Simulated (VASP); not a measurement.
# H: restarted molecular dynamics, 2 variants

H, Cmcm (no. 63), 16 atoms in the cell. PBE, molecular dynamics; PAW potentials H (PBE set).

| Restart from | Temperature at the end (K) | The same without a restart (K) | Potential energy at the end (eV/atom) | The same without a restart (eV/atom) | Electronic steps in the first step after the restart | Time (s) |
|---|---|---|---|---|---|---|
| CONTCAR with velocities, WAVECAR read | 1094.0 | 1094.0 | -3.28743 | -3.28743 | 4 | 135 |
| CONTCAR with velocities, no WAVECAR | 1094.0 | 1094.0 | -3.28743 | -3.28743 | 14 | 134 |

Limits: 30 fs of 16 atoms are too short for converged averages.

## Input of the first row

INCAR.step1:
```
ALGO = Fast
EDIFF = 1E-6
ENCUT = 250
GGA = PE
IBRION = 0
ISIF = 2
ISMEAR = -1
ISYM = 0
KPAR = 2
LASPH = T
LCHARG = F
LREAL = Auto
LWAVE = T
MDALGO = 2
NELM = 60
NELMIN = 4
NSW = 30
POTIM = 0.5
PREC = Normal
RANDOM_SEED = 636778 0 0
SIGMA = 0.05
SMASS = 0
TEBEG = 1000
```

INCAR.step2, as INCAR.step1 but for:
```
- LWAVE = T
+ LWAVE = F
```

KPOINTS:
```
k-points
0
Monkhorst-Pack
  2 2 2
```

POSCAR.step1:
```
H
1.0
    3.2970637200     -5.4633764600      0.0000000000
    3.2970637200      5.4633764600      0.0000000000
    0.0000000000      0.0000000000      6.3137686200
H
16
Direct
    0.2839042500      0.2160957500      0.5004850500
    0.2839042500      0.7160957500      0.5004850500
    0.7839042500      0.2160957500      0.5004850500
    0.7839042500      0.7160957500      0.5004850500
    0.2160957500      0.2839042500      0.4995149500
    0.2160957500      0.7839042500      0.4995149500
    0.7160957500      0.2839042500      0.4995149500
    0.7160957500      0.7839042500      0.4995149500
    0.2160957500      0.2839042500      0.0004850500
    0.2160957500      0.7839042500      0.0004850500
    0.7160957500      0.2839042500      0.0004850500
    0.7160957500      0.7839042500      0.0004850500
    0.2839042500      0.2160957500      0.9995149500
    0.2839042500      0.7160957500      0.9995149500
    0.7839042500      0.2160957500      0.9995149500
    0.7839042500      0.7160957500      0.9995149500
```

Commands (each step's output is kept before the next begins):
```
cat potpaw_PBE.64/H/POTCAR > POTCAR
cp INCAR.step1 INCAR
cp POSCAR.step1 POSCAR
mpirun -np 2 vasp_std > vasp.out
cp CONTCAR POSCAR
cp INCAR.step2 INCAR
mpirun -np 2 vasp_std > vasp.out
```

Changes of the last row against the first:
```
(step 1)
- LWAVE = True
+ LWAVE = False
```

VASP 6.6.1 took 135 s on 2 cores (AMD EPYC 7R43 (Zen 3)), a shared host.
